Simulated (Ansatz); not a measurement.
**SrO: band gap under strain**

How does strain move the band edges of rocksalt SrO, and do the functionals agree on it? States: +3.0 % equal strain in all directions; -4.0 % strain along [111] alone; -5.0 % biaxial strain in x and y, free along z.

The runs shown are made with Ansatz 0.2.0. PAW datasets, plane waves. No spin polarisation and no zero-point or thermal motion.

## 1. Starting point

The unstrained cell was relaxed with r2SCAN; in each strained cell the atoms were relaxed again with r2SCAN. Names of k-points are those of the unstrained zone, where strain can split equivalent points. First state: +3.0 % equal strain in all directions.

It is cubic, Fm-3m (No. 225); conventional cell a = 5.315 Å, 18.76 Å³ an atom. Near Sr stand 6 O at 2.66 Å; near O stand 6 Sr at 2.66 Å.

Coordinates:

```cif
data_structure
_symmetry_space_group_name_H-M 'Fm-3m'
_symmetry_Int_Tables_number 225
_cell_length_a 5.3146
_cell_length_b 5.3146
_cell_length_c 5.3146
_cell_angle_alpha 90.000
_cell_angle_beta 90.000
_cell_angle_gamma 90.000
_cell_volume 150.11
loop_
_atom_site_label
_atom_site_type_symbol
_atom_site_symmetry_multiplicity
_atom_site_Wyckoff_symbol
_atom_site_fract_x
_atom_site_fract_y
_atom_site_fract_z
_atom_site_occupancy
Sr1 Sr 4 a 0.00000 0.00000 0.00000 1
O1 O 4 b 0.50000 0.00000 0.00000 1
```

From earlier runs on the unstrained cell: PBE 3.32 eV, r2SCAN 3.80 eV, HSE06 4.79 eV; a = 5.160 Å.

## 2. +3.0 % equal strain in all directions: PBE

File input.yaml:

```yaml
crystal:
  lattice:
    - [0.0, 2.6572890963, 2.6572890963]
    - [2.6572890963, 0.0, 2.6572890963]
    - [2.6572890963, 2.6572890963, 0.0]
  atoms:
    - { symbol: Sr, position: [0.0, 0.0, 0.0] }
    - { symbol: O, position: [0.5, 0.5, 0.5] }
kpoints:
  mp_grid: { grid: [8, 8, 8] }
  band_path:
    path:
      - [0.0, 0.0, 0.0]
      - [0.5, 0.0, 0.5]
      - [0.625, 0.25, 0.625]
      - [0.375, 0.375, 0.75]
      - [0.5, 0.5, 0.5]
      - [0.5, 0.25, 0.75]
    npoints: 1
hamiltonian:
  xc: pbe
scf:
  occupations: { method: fermi_dirac, width: 0.02 }
  n_extra_bands: 4
output:
  forces: true
  stress: true
  eigenvalues: true
  write_density: true
  write_potential: true
  elf: true
  volumetric_format: npy
```

On the command line:

```console
ansatz run input.yaml --threads 2 --pin off --max-ram 2211MiB --backend cpu --events-out ev --progress --plain --runs-dir out
```

Further steps of the session: +3.0 % equal strain in all directions: r2SCAN; +3.0 % equal strain in all directions: HSE06; -4.0 % strain along [111] alone: PBE; -4.0 % strain along [111] alone: r2SCAN; -4.0 % strain along [111] alone: HSE06; -5.0 % biaxial strain in x and y, free along z: PBE; -5.0 % biaxial strain in x and y, free along z: r2SCAN; -5.0 % biaxial strain in x and y, free along z: HSE06.

Q: Predict the outcome of this session.

**Answer**, as computed:

Least gap in eV (negative: overlap), with the change from the unstrained cell in brackets:

```
                                         state  volume change (%)           PBE        r2SCAN         HSE06
         +3.0 % equal strain in all directions               +9.3  3.33 (+0.01)  3.81 (+0.01)  4.75 (-0.04)
               -4.0 % strain along [111] alone               -4.0  3.23 (-0.09)  3.72 (-0.08)  4.72 (-0.07)
-5.0 % biaxial strain in x and y, free along z               -7.1  3.07 (-0.25)  3.54 (-0.26)  4.58 (-0.21)
```

The largest move of the HSE06 gap in the table is -0.214 eV, under -5.0 % biaxial strain in x and y, free along z. PBE and HSE06 differ by 1.48 eV on the unstrained gap, and by at most 0.06 eV on its change.
